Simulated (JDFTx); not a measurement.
Here is a JDFTx 1.7.0 (patched build) calculation.

Contents of Pb.in:

```
lattice \
    0.0000000000     2.4750200000     2.4750200000 \
    2.4750200000     0.0000000000     2.4750200000 \
    2.4750200000     2.4750200000     0.0000000000
latt-scale 1.889726124626 1.889726124626 1.889726124626
coords-type Lattice
ion Pb     0.0000000000     0.0000000000     0.0000000000 1

ion-species pseudo/Pb.upf
elec-cutoff 45
elec-ex-corr gga-PBE
kpoint-folding 9 9 9
elec-smearing Fermi 0.0018374661
elec-n-bands 17
electronic-SCF nIterations 100 energyDiffThreshold 1e-09
electronic-minimize nIterations 30 energyDiffThreshold 1e-7
forces-output-coords Cartesian
lattice-minimize nIterations 40 energyDiffThreshold 1e-6

dump-name run.$VAR
dump End Ecomponents EigStats BandEigs Kpoints Forces Stress
```

Potentials or basis: PseudoDojo-SR-PBE-0.4-stringent with smoothed tails.

Launch:

```bash
$ jdftx -c 1 -i Pb.in -o Pb.out
```

Estimate the relaxed cell.

a = 3.559 Å, b = 3.559 Å, c = 3.559 Å, α = 60.00°, β = 60.00°, γ = 60.00°.

Predict the band gap on the k mesh.

none (metal or under the smearing width).

What does it give for the space group after relaxing (to 0.05 Å)?

Fm-3m (No. 225).

The path:
| step | energy change (eV) | largest force (eV/Å) | pressure (GPa) | volume (Å³) |
| --- | --- | --- | --- | --- |
| 1 | 0.0000 | 0.0000 | 2.26 | 30.32 |
| 2 | -0.0036 | 0.0000 | 1.78 | 30.61 |
| 3 | -0.0102 | 0.0000 | 0.19 | 31.71 |
| 4 | -0.0103 | 0.0000 | 0.02 | 31.85 |
| 5 | -0.0103 | 0.0000 | 0.01 | 31.87 |
| 6 | -0.0103 | 0.0000 | 0.01 | 31.88 |

Spin-orbit coupling is left out, which matters for the levels of Pb.

The cell as given is a measured one (30.32 Å³/atom); PBE puts the equilibrium volume +5.1 % from it, thermal expansion not counted.
